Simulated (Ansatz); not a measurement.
Runs of Ansatz 0.2.0 on FePt (Tetraferroplatinum). Symmetry: P4/mmm, No. 123, tetragonal system. Conventional cell: a = 2.724 Å, b = 2.724 Å, c = 3.720 Å, α = 90.00°, β = 90.00°, γ = 90.00°. Around Pt (site symmetry 4/mmm) lie 8 Fe at 2.68 Å and 4 Pt at 2.72 Å. Around Fe (site symmetry 4/mmm) lie 8 Pt at 2.68 Å and 4 Fe at 2.72 Å. 

| task | level | cell | cutoff (eV) | smearing | gap on the mesh (eV) | pressure (GPa) | moment (μB) | relaxed volume (Å³/atom) |
| --- | --- | --- | --- | --- | --- | --- | --- | --- |
| single point | PBE | as given | 282 | gaussian 0.026 eV | none | 3.3 | 3.28 | - |
| band structure | LDA | as given | 282 | fermi-dirac 0.05 eV | - | (a) | 3.22 | - |
| relaxation of cell and atoms | PBEsol+D3(BJ) | relaxed | - | fermi-dirac 0.05 eV | - | 0.0 | (b) | 13.08 |
| single point | PBE | as given | 282 | gaussian 0.021 eV | none | 3.3 | 3.28 | - |
| relaxation of cell and atoms | PBE | relaxed | - | fermi-dirac 0.05 eV | - | 0.0 | 3.31 | 14.02 |

Alike in all rows: potentials or basis all-electron LAPW, scalar-relativistic; spin collinear, ferromagnetic start; k mesh 10 × 10 × 7; basis error allowed 0.001 eV/atom.

Question: Estimate the missing entries.

Answer: (a) -12.7; (b) 3.20.

Caveats: spin-orbit coupling is left out, which moves the levels of the heavy elements (some runs).

A k mesh can miss the band edges, and the runs leave out spin-orbit coupling on Pt.

A gap of «none» marks a metal or a gap under the smearing width.
